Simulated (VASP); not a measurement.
Here is a VASP 6.6.1 calculation.

The input INCAR:

```
PREC = Accurate
ENCUT = 600
EDIFF = 1E-6
ISMEAR = 0
SIGMA = 0.03
LREAL = F
LASPH = T
NELM = 80
ALGO = Normal
ISIF = 3
LWAVE = F
LCHARG = F
IBRION = 2
NSW = 90
EDIFFG = -0.01
```

The input KPOINTS:

```
regular mesh
0
Gamma
  9 9 5
```

The input POSCAR:

```
PtS2
1.0
    3.5432000000      0.0000000000      0.0000000000
   -1.7716000000      3.0685012107      0.0000000000
    0.0000000000      0.0000000000      5.0388000000
Pt S
1 2
Direct
    0.0000000000      0.0000000000      0.0000000000
    0.3333333333      0.6666666667      0.2270000000
    0.6666666667      0.3333333333      0.7730000000
```

Potentials or basis: VASP PAW LDA potentials, release 64 (Pt, S).

Run with:

```sh
$ cat potpaw_LDA.64/Pt/POTCAR potpaw_LDA.64/S/POTCAR > POTCAR
$ mpirun -np 1 vasp_std > vasp.out
```

**Question.** What does it give for the band gap on the k mesh?

**Answer.** None (metal or under the smearing width).

**Question.** Estimate the space group after relaxing (to 0.05 Å).

**Answer.** P-3m1 (No. 164).

The path:
| step | energy change (eV) | largest force (eV/Å) | pressure (GPa) | volume (Å³) |
| --- | --- | --- | --- | --- |
| 1 | 0.0000 | 0.8050 | 3.59 | 54.78 |
| 2 | 0.0381 | 0.4672 | -7.52 | 58.09 |
| 3 | -0.0252 | 0.2794 | -1.14 | 56.02 |
| 4 | -0.0369 | 0.1819 | -0.84 | 55.49 |
| 5 | -0.0434 | 0.0329 | -0.36 | 54.71 |
| 6 | -0.0492 | 0.0890 | 0.15 | 54.14 |
| 7 | -0.0613 | 0.2619 | 1.93 | 52.42 |
| 8 | -0.0500 | 0.6195 | 6.65 | 49.01 |
| 9 | -0.0624 | 0.4083 | 3.53 | 51.27 |
| 10 | -0.0632 | 0.4048 | 3.49 | 51.23 |
| 11 | -0.0656 | 0.3945 | 3.38 | 51.11 |
| 12 | -0.0699 | 0.3742 | 3.24 | 50.87 |
| 13 | -0.0771 | 0.3344 | 2.92 | 50.37 |
| 14 | -0.0846 | 0.2594 | 2.51 | 49.36 |
| 15 | -0.0843 | 0.2137 | 2.44 | 48.93 |
| 16 | -0.0848 | 0.2332 | 2.47 | 49.10 |
| 17 | -0.0876 | 0.1832 | 1.77 | 49.37 |
| 18 | -0.0906 | 0.0608 | 0.10 | 50.07 |
| 19 | -0.0906 | 0.0555 | 0.02 | 50.10 |
| 20 | -0.0907 | 0.0511 | -0.01 | 50.09 |
| 21 | -0.0908 | 0.0396 | 0.03 | 50.05 |
| 22 | -0.0910 | 0.0162 | 0.03 | 49.98 |
| 23 | -0.0909 | 0.0309 | 0.05 | 49.84 |
| 24 | -0.0910 | 0.0040 | 0.03 | 49.94 |

Spin-orbit coupling is left out, which matters for the levels of Pt. Zero-point motion and thermal expansion aren't in these numbers.
